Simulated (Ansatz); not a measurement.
**CoSi: scans of the energy surface**

Aim: for CoSi, see how energy and stress answer to the strain pattern (0, 0, 1, 0, 0, 0) and measure how stiffly every Co atom is held.

Computed with Ansatz 0.2.0 (DFT PBEsol, scalar-relativistic, plane waves, PAW, unless a step's input says otherwise).

4 further runs of the same task are left out: 4 set aside as unsound or not needed.

## (1) Starting point

It takes space group Pm-3m (No. 221, cubic). Conventional cell: a = 2.752 Å, b = 2.752 Å, c = 2.752 Å, α = 90.00°, β = 90.00°, γ = 90.00°. Co (site symmetry m-3m) is surrounded by 8 Si at 2.38 Å. Si (site symmetry m-3m) is surrounded by 8 Co at 2.38 Å.

Coordinates:

```
CELL_PARAMETERS angstrom
2.75206 0.00000 0.00000
0.00000 2.75206 0.00000
0.00000 0.00000 2.75206
ATOMIC_POSITIONS crystal
Co 0.00000 0.00000 0.00000
Si 0.50000 0.50000 0.50000
```

It goes back to an entry of the Materials Project, which need not be the stable form.

It is the result of an earlier relaxation at this level (volume 10.42 Å³/atom; gap on the mesh: none (metal), site moments up to 0.5 μB).

## (2) The reference cell

The reference gives a free energy of -5715.5387 eV, pressure 0.15 GPa, largest force 0.000 eV/Å and gap on the mesh none (metal). It was computed beforehand with the settings of the runs below.

## (3) Next: a strain scan

The cell is strained by ε times the Voigt pattern (0, 0, 1, 0, 0, 0) (xx, yy, zz, yz, xz, xy; engineering shear), with fractional coordinates fixed (clamped ions). The stress on the pattern is the sum of the stress components weighted by it, tension positive.

## (4) ε = -0.0600

The input, input.yaml:

```yaml
crystal:
  lattice:
    - [2.7520624448, 0.0, 0.0]
    - [0.0, 2.7520624448, 0.0]
    - [0.0, 0.0, 2.5869386981]
  atoms:
    - { symbol: Co, position: [0.0, 0.0, 0.0], spin: 0.51 }
    - { symbol: Si, position: [0.5, 0.5, 0.5] }
basis:
  ecutwfc: 420
kpoints:
  mp_grid: { grid: [22, 22, 22] }
hamiltonian:
  xc: pbesol
scf:
  occupations: { method: gaussian, width: 0.15 }
output:
  forces: true
  stress: true
  eigenvalues: true
  populations: true
magnetization:
  spin_polarized: true
```

Run with:

```console
ansatz run input.yaml --threads 1 --pin off --max-ram 2560MiB --backend cpu --events-out ev --progress --plain --runs-dir out
```

The program printed (excerpt; [...] marks lines left out):

```text
Warning: RAYON_NUM_THREADS=1 ignored (pool sized by the plan → 1); use --threads N
[...]
Pseudopotentials: kind: paw
Pseudopotential: Co, paw, valence charge 17, recommended cutoff 420 eV (normal), Co.paw.azcp
Pseudopotential: Si, paw, valence charge 4, recommended cutoff 420 eV (normal), Si.paw.azcp
Functional definition: PBEsol
[...]
Crystal: 2 atoms, lattice volume = 19.593 Å³
Basis set: ecut = 420 eV, 397 PW (Γ), exchange–correlation on 40×40×36 points (8 copies of the dense FFT grid, shifted against one another)
Bands: 15, of which v1, the nominal top of the filled ones, is band 11 counted from 1 (10 counted from 0)
Symmetry: 16 space group operations
Space group: P4/mmm (ITA 123), of the structure as read, at distance tolerance 2.7e-5 Å
Magnetic group: BNS 123.339 (UNI 999), of the structure as read, at distance tolerance 2.7e-5 Å
k-points: 936 of 10648
[...]
Starting moments: Σ|m| = 0.51 μB on 1 of 2 sites
[...]
SCF iter   1: F=—  HF=-5714.330576 eV  |F-HF|=—  |Δ(HF+E_count)|=         —  Δρ=1.16e-1 (↑4.04e-2 ↓1.16e-1)  dr2=2.65e0  dr2_m=3.09e-1  M=0.756 μB ∫|m|=0.799 μB  β_m=0.30  ethr=3.10e-3  ⟨swp⟩=4.4  Hψ=128721  notcnv=0
[...]
Starting moments: Σ|m| = 3 μB on 1 of 2 sites
[...]
spin-set hold released at iteration 9 (site moments contracting): the magnetisation degrees of freedom join the quasi-Newton model from the next iteration; the mixer history was flushed
[...]
SCF iter  23: F=-5715.473847 eV  HF=-5715.473847 eV  |F-HF|=8.69e-10  |Δ(HF+E_count)|=   3.02e-8  Δρ=2.22e-6 (↑2.22e-6 ↓1.87e-6)  dr2=1.05e-9  dr2_m=1.89e-11  M=-0.000 μB ∫|m|=0.000 μB  ethr=2.45e-11  ⟨swp⟩=1.0  Hψ=91651  notcnv=0
[...]
WARN: the starting moments were not kept: the SCF closed with an absolute magnetisation of 1.9e-5 μB, where they sum to 0.51 μB in size (1 site). That is at most 0.1 of that sum. Measured as dr2_m measures the in/out step, that magnetisation stands 9.4e-10 eV from none, at or under the [...]
SCF converged after 17 iterations
Magnetization: -0.0000 μB (10.5000 up, 10.5000 down)
Absolute magnetization: 0.0000 μB (∫|ρ↑−ρ↓|, with the PAW one-centre terms)
Spin contamination: 0.0000 ħ² per cell (⟨S²⟩ above its minimum at these occupations)
Per-site moments (μB) at R_I (Å): [(-1.8096838111690666e-5, 0.963872854749877), (-1.5921580785765016e-7, 0.963872854749877)]
Free energy (F): -5715.473847 eV
[...]
E sigma→0 (E₀):  -5715.465136 eV
Entropy (-TS):   -0.017423 eV (-8.711 meV/atom)
Fermi energy:    19.281110 eV
[...]
--- Forces (eV/Å), atoms counted from 1 ---
  atom   1  Co    -0.00000000     0.00000000     0.00000000
  atom   2  Si     0.00000000     0.00000000     0.00000000
[...]
--- Stress (GPa, compression-positive) ---
       15.429525       0.000000       0.000000
        0.000000      15.429525       0.000000
        0.000000       0.000000      17.155838
  P = ⅓ Tr σ = 16.0050 GPa (160.050 kbar)
--- Band table (eV; the first three rows and the last of 1872) ---
  k-point 0 ↑: bands = ["-75.6910", "-39.1721", "-39.1075", "-39.1075", "4.1878", "14.9032", "14.9419", "17.6822", "17.9394", "17.9394", "21.8135", "21.8135", "24.2148", "27.0310", "27.0923"]
[...]
--- Löwdin populations: 2 sites ---
  site symbol       q [e]    m [muB]
     0     Co     16.7100    -0.0000
     1     Si      3.9904    -0.0000
  spilling = 0.014264 (of n_electrons = 21.000000)
```

Run time: 2.2 min. Hardware: 1 thread of Arm Neoverse V2, shared host; peak memory 0.73 GiB.

By site:

| atom | Löwdin electrons |
| --- | --- |
| Co1 | 16.71 |
| Si2 | 3.99 |

The Löwdin counts miss 0.30 of the 21 electrons, which the atomic orbitals do not span, so they are no charges.

## (5) Point ε = 0.0450

Changes to input.yaml since step 4:

```diff
@@ -4,3 +4,3 @@
     - [0.0, 2.7520624448, 0.0]
-    - [0.0, 0.0, 2.5869386981]
+    - [0.0, 0.0, 2.8759052548]
   atoms:
```

Run with:

```console
ansatz run input.yaml --threads 1 --pin off --max-ram 2560MiB --backend cpu --events-out ev --progress --plain --runs-dir out
```

The program printed (excerpt; [...] marks lines left out):

```text
Warning: RAYON_NUM_THREADS=1 ignored (pool sized by the plan → 1); use --threads N
[...]
[... 4 set-up lines as earlier in the session ...]
[...]
Crystal: 2 atoms, lattice volume = 21.782 Å³
Basis set: ecut = 420 eV, 437 PW (Γ), exchange–correlation on 40×40×40 points (8 copies of the dense FFT grid, shifted against one another)
Bands: 15, of which v1, the nominal top of the filled ones, is band 11 counted from 1 (10 counted from 0)
[... 1 set-up line as earlier in the session ...]
Space group: P4/mmm (ITA 123), of the structure as read, at distance tolerance 2.8e-5 Å
Magnetic group: BNS 123.339 (UNI 999), of the structure as read, at distance tolerance 2.8e-5 Å
k-points: 936 of 10648
[...]
Starting moments: Σ|m| = 0.51 μB on 1 of 2 sites
[...]
Per-site moments (μB) at R_I (Å): [(0.5217787090769447, 0.9980992734520199), (0.003178377019164185, 0.9980992734520199)]
Free energy (F): -5715.514298 eV
[...]
E sigma→0 (E₀):  -5715.506282 eV
Entropy (-TS):   -0.016033 eV (-8.017 meV/atom)
Fermi energy:    17.057875 eV
[...]
--- Forces (eV/Å), atoms counted from 1 ---
  atom   1  Co     0.00000000     0.00000000     0.00000000
  atom   2  Si     0.00000000    -0.00000000     0.00000000
[...]
--- Stress (GPa, compression-positive) ---
       -9.307340       0.000000       0.000000
        0.000000      -9.307340       0.000000
        0.000000       0.000000      -8.464857
  P = ⅓ Tr σ = -9.0265 GPa (-90.265 kbar)
--- Band table (eV; the first three rows and the last of 1872) ---
  k-point 0 ↑: bands = ["-78.1203", "-41.5798", "-41.5798", "-41.4851", "2.9159", "12.9927", "13.0347", "15.5016", "15.5016", "15.6434", "19.0305", "20.5221", "20.5221", "24.3312", "24.5591"]
[...]
--- Löwdin populations: 2 sites ---
  site symbol       q [e]    m [muB]
     0     Co     16.6506     0.4966
     1     Si      4.0652     0.0346
  spilling = 0.013531 (of n_electrons = 21.000000)
```

It took 56 s on 1 thread of Arm Neoverse V2, shared host; peak memory 0.74 GiB.

## (6) ε = -0.0300

Changes to input.yaml since step 5:

```diff
@@ -4,3 +4,3 @@
     - [0.0, 2.7520624448, 0.0]
-    - [0.0, 0.0, 2.8759052548]
+    - [0.0, 0.0, 2.6695005715]
   atoms:
```

Run with:

```console
ansatz run input.yaml --threads 1 --pin off --max-ram 2560MiB --backend cpu --events-out ev --progress --plain --runs-dir out
```

The program printed (excerpt; [...] marks lines left out):

```text
Warning: RAYON_NUM_THREADS=1 ignored (pool sized by the plan → 1); use --threads N
[...]
[... 4 set-up lines as earlier in the session ...]
[...]
Crystal: 2 atoms, lattice volume = 20.218 Å³
Basis set: ecut = 420 eV, 405 PW (Γ), exchange–correlation on 40×40×36 points (8 copies of the dense FFT grid, shifted against one another)
Bands: 15, of which v1, the nominal top of the filled ones, is band 11 counted from 1 (10 counted from 0)
[... 2 set-up lines as earlier in the session ...]
Magnetic group: BNS 123.339 (UNI 999), of the structure as read, at distance tolerance 2.7e-5 Å
k-points: 936 of 10648
[...]
Starting moments: Σ|m| = 0.51 μB on 1 of 2 sites
[...]
Per-site moments (μB) at R_I (Å): [(0.38389625992266374, 0.9734023038544883), (0.004026482278026095, 0.9734023038544883)]
Free energy (F): -5715.524066 eV
[...]
E sigma→0 (E₀):  -5715.514354 eV
Entropy (-TS):   -0.019425 eV (-9.713 meV/atom)
Fermi energy:    18.621430 eV
[...]
--- Forces (eV/Å), atoms counted from 1 ---
  atom   1  Co    -0.00000000     0.00000000     0.00000000
  atom   2  Si     0.00000000    -0.00000000     0.00000000
[...]
--- Stress (GPa, compression-positive) ---
        7.223969       0.000000       0.000000
        0.000000       7.223969       0.000000
        0.000000       0.000000       7.949777
  P = ⅓ Tr σ = 7.4659 GPa (74.659 kbar)
--- Band table (eV; the first three rows and the last of 1872) ---
  k-point 0 ↑: bands = ["-76.5720", "-40.0430", "-39.9863", "-39.9863", "3.7954", "14.2241", "14.2438", "16.9749", "17.0983", "17.0983", "21.4176", "21.4176", "22.5513", "26.2597", "26.2717"]
[...]
--- Löwdin populations: 2 sites ---
  site symbol       q [e]    m [muB]
     0     Co     16.6874     0.3644
     1     Si      4.0163     0.0318
  spilling = 0.014110 (of n_electrons = 21.000000)
```

Wall time 55 s (1 thread of Arm Neoverse V2, shared host); peak memory 0.72 GiB.

## (7) The scan collected

Collected from the runs (energy zero: the undisturbed cell):

| ε | ΔE (meV/atom) | stress on the pattern (GPa) | pressure (GPa) | moment (μB/cell) |
| --- | --- | --- | --- | --- |
| -0.0600 | 32.4 | -17.16 | 16.0 | 0.00 |
| -0.0300 | 7.3 | -7.95 | 7.5 | 0.38 |
| 0.0000 | 0.0 | -0.15 | 0.2 | 0.47 |
| 0.0450 | 12.2 | 8.46 | -9.0 | 0.51 |

## (8) The scan: a sublattice displacement scan

Every Co atom is moved by x along the Cartesian unit vector (-0.577, -0.577, -0.577); the cell and all other atoms stay fixed. Forces below are components along that vector, summed over the moved atoms.

## (9) Point x = -0.100 Å

Changes to input.yaml since step 6:

```diff
@@ -4,5 +4,5 @@
     - [0.0, 2.7520624448, 0.0]
-    - [0.0, 0.0, 2.6695005715]
+    - [0.0, 0.0, 2.7520624448]
   atoms:
-    - { symbol: Co, position: [0.0, 0.0, 0.0], spin: 0.51 }
+    - { symbol: Co, position: [0.0209788215, 0.0209788215, 0.0209788215], spin: 0.51 }
     - { symbol: Si, position: [0.5, 0.5, 0.5] }
```

Run with:

```console
ansatz run input.yaml --threads 1 --pin off --max-ram 2560MiB --backend cpu --events-out ev --progress --plain --runs-dir out
```

The program printed (excerpt; [...] marks lines left out):

```text
Warning: RAYON_NUM_THREADS=1 ignored (pool sized by the plan → 1); use --threads N
[...]
[... 4 set-up lines as earlier in the session ...]
[...]
Crystal: 2 atoms, lattice volume = 20.844 Å³
Basis set: ecut = 420 eV, 437 PW (Γ), exchange–correlation on 40×40×40 points (8 copies of the dense FFT grid, shifted against one another)
Bands: 15, of which v1, the nominal top of the filled ones, is band 11 counted from 1 (10 counted from 0)
Symmetry: 6 space group operations
Space group: R3m (ITA 160), of the structure as read, at distance tolerance 2.8e-5 Å
Magnetic group: BNS 160.65 (UNI 1295), of the structure as read, at distance tolerance 2.8e-5 Å
k-points: 1024 of 10648 (time reversal used)
[...]
Per-site moments (μB) at R_I (Å): [(0.460389361680441, 0.9418843459689119), (0.005303301612410434, 0.9418843459689119)]
Free energy (F): -5715.510664 eV
[...]
E sigma→0 (E₀):  -5715.499443 eV
Entropy (-TS):   -0.022441 eV (-11.220 meV/atom)
Fermi energy:    17.983069 eV
[...]
--- Forces (eV/Å), atoms counted from 1 ---
  atom   1  Co    -0.33089372    -0.33089372    -0.33089372
  atom   2  Si     0.33089710     0.33089710     0.33089710
[...]
--- Stress (GPa, compression-positive) ---
        1.179772       0.979141       0.979141
        0.979141       1.179772       0.979141
        0.979141       0.979141       1.179772
  P = ⅓ Tr σ = 1.1798 GPa (11.798 kbar)
--- Band table (eV; the first three rows and the last of 2048) ---
  k-point 0 ↑: bands = ["-77.2405", "-40.6777", "-40.6702", "-40.6702", "3.4299", "13.6969", "13.6969", "16.3745", "16.4059", "16.4059", "21.0645", "21.0645", "21.0810", "25.5412", "25.5412"]
[...]
--- Löwdin populations: 2 sites ---
  site symbol       q [e]    m [muB]
     0     Co     16.6715     0.4399
     1     Si      4.0371     0.0385
  spilling = 0.013872 (of n_electrons = 21.000000)
```

Wall time 99 s (1 thread of Arm Neoverse V2, shared host); peak memory 0.94 GiB.

By site:

| atom | moment in the atom's sphere (μB) | Löwdin electrons |
| --- | --- | --- |
| Co1 | 0.46 | 16.67 |
| Si2 | 0.01 | 4.04 |

The Löwdin counts miss 0.29 of the 21 electrons, which the atomic orbitals do not span, so they are no charges.

## (10) x = 0.075 Å

Changes to input.yaml since step 9:

```diff
@@ -6,3 +6,3 @@
   atoms:
-    - { symbol: Co, position: [0.0209788215, 0.0209788215, 0.0209788215], spin: 0.51 }
+    - { symbol: Co, position: [-0.0157341162, -0.0157341162, -0.0157341162], spin: 0.51 }
     - { symbol: Si, position: [0.5, 0.5, 0.5] }
```

Run with:

```console
ansatz run input.yaml --threads 1 --pin off --max-ram 2560MiB --backend cpu --events-out ev --progress --plain --runs-dir out
```

The program printed (excerpt; [...] marks lines left out):

```text
Warning: RAYON_NUM_THREADS=1 ignored (pool sized by the plan → 1); use --threads N
[...]
[... 4 set-up lines as earlier in the session ...]
[...]
Crystal: 2 atoms, lattice volume = 20.844 Å³
Basis set: ecut = 420 eV, 437 PW (Γ), exchange–correlation on 40×40×40 points (8 copies of the dense FFT grid, shifted against one another)
Bands: 15, of which v1, the nominal top of the filled ones, is band 11 counted from 1 (10 counted from 0)
[... 2 set-up lines as earlier in the session ...]
Magnetic group: BNS 160.65 (UNI 1295), of the structure as read, at distance tolerance 2.8e-5 Å
k-points: 1024 of 10648 (time reversal used)
[...]
Per-site moments (μB) at R_I (Å): [(0.466170676523303, 0.9521968457977483), (0.005406066263445114, 0.9521968457977483)]
Free energy (F): -5715.523075 eV
[...]
E sigma→0 (E₀):  -5715.511855 eV
Entropy (-TS):   -0.022441 eV (-11.221 meV/atom)
Fermi energy:    17.988089 eV
[...]
--- Forces (eV/Å), atoms counted from 1 ---
  atom   1  Co     0.24319739     0.24319739     0.24319739
  atom   2  Si    -0.24320057    -0.24320057    -0.24320057
[...]
--- Stress (GPa, compression-positive) ---
        0.727615       0.550671       0.550671
        0.550671       0.727615       0.550671
        0.550671       0.550671       0.727615
  P = ⅓ Tr σ = 0.7276 GPa (7.276 kbar)
--- Band table (eV; the first three rows and the last of 2048) ---
  k-point 0 ↑: bands = ["-77.2412", "-40.6756", "-40.6714", "-40.6714", "3.4293", "13.7031", "13.7031", "16.3890", "16.4067", "16.4067", "21.0559", "21.0559", "21.0651", "25.5399", "25.5399"]
[...]
--- Löwdin populations: 2 sites ---
  site symbol       q [e]    m [muB]
     0     Co     16.6705     0.4446
     1     Si      4.0378     0.0388
  spilling = 0.013891 (of n_electrons = 21.000000)
```

Run time: 1.7 min. Hardware: 1 thread of Arm Neoverse V2, shared host; peak memory 0.94 GiB.

## (11) x = -0.050 Å

Changes to input.yaml since step 10:

```diff
@@ -6,3 +6,3 @@
   atoms:
-    - { symbol: Co, position: [-0.0157341162, -0.0157341162, -0.0157341162], spin: 0.51 }
+    - { symbol: Co, position: [0.0104894108, 0.0104894108, 0.0104894108], spin: 0.51 }
     - { symbol: Si, position: [0.5, 0.5, 0.5] }
```

Run with:

```console
ansatz run input.yaml --threads 1 --pin off --max-ram 2560MiB --backend cpu --events-out ev --progress --plain --runs-dir out
```

The program printed (excerpt; [...] marks lines left out):

```text
Warning: RAYON_NUM_THREADS=1 ignored (pool sized by the plan → 1); use --threads N
[...]
[... 4 set-up lines as earlier in the session ...]
[...]
Crystal: 2 atoms, lattice volume = 20.844 Å³
Basis set: ecut = 420 eV, 437 PW (Γ), exchange–correlation on 40×40×40 points (8 copies of the dense FFT grid, shifted against one another)
Bands: 15, of which v1, the nominal top of the filled ones, is band 11 counted from 1 (10 counted from 0)
[... 2 set-up lines as earlier in the session ...]
Magnetic group: BNS 160.65 (UNI 1295), of the structure as read, at distance tolerance 2.8e-5 Å
k-points: 1024 of 10648 (time reversal used)
[...]
Per-site moments (μB) at R_I (Å): [(0.47044228194207466, 0.9625093458232115), (0.0054854442619714375, 0.9625093458232115)]
Free energy (F): -5715.531787 eV
[...]
E sigma→0 (E₀):  -5715.520564 eV
Entropy (-TS):   -0.022445 eV (-11.222 meV/atom)
Fermi energy:    17.991609 eV
[...]
--- Forces (eV/Å), atoms counted from 1 ---
  atom   1  Co    -0.15976369    -0.15976369    -0.15976369
  atom   2  Si     0.15976678     0.15976678     0.15976678
[...]
--- Stress (GPa, compression-positive) ---
        0.406349       0.244808       0.244808
        0.244808       0.406349       0.244808
        0.244808       0.244808       0.406349
  P = ⅓ Tr σ = 0.4063 GPa (4.063 kbar)
--- Band table (eV; the first three rows and the last of 2048) ---
  k-point 0 ↑: bands = ["-77.2417", "-40.6742", "-40.6723", "-40.6723", "3.4288", "13.7076", "13.7076", "16.3995", "16.4073", "16.4073", "21.0498", "21.0498", "21.0539", "25.5390", "25.5390"]
[...]
--- Löwdin populations: 2 sites ---
  site symbol       q [e]    m [muB]
     0     Co     16.6698     0.4480
     1     Si      4.0382     0.0390
  spilling = 0.013906 (of n_electrons = 21.000000)
```

Wall time 1.7 min (1 thread of Arm Neoverse V2, shared host); peak memory 0.94 GiB.

## (12) Results of the scan

Collected from the runs (energy zero: the undisturbed cell):

| x (Å) | ΔE (meV/cell) | force on the moved atoms (eV/Å) | pressure (GPa) | moment (μB/cell) |
| --- | --- | --- | --- | --- |
| -0.100 | 28.0 | 0.573 | 1.2 | 0.46 |
| -0.050 | 6.9 | 0.277 | 0.4 | 0.47 |
| 0.000 | 0.0 | 0.000 | 0.2 | 0.47 |
| 0.075 | 15.6 | -0.421 | 0.7 | 0.47 |

## (13) Results

| quantity | value |
| --- | --- |
| slope of the stress at ε = 0, from the points at -0.0300, 0 and 0.0450 (strain scan) | 233 GPa |
| force constant along x, from the points at -0.050, 0 and 0.075 Å (sublattice displacement scan) | 5.57 eV/Å² |

In words: Strain scan: the slope of the stress at zero strain, 233 GPa, estimates C33 with clamped ions in this Cartesian frame; letting the atoms relax could not make it stiffer. The step is wide, so higher orders mix in. No sampled point lies below the undisturbed cell. Sublattice displacement scan: the restoring force grows by 5.57 eV/Å per Å near the site. The undisturbed cell stays the lowest of the sampled points.
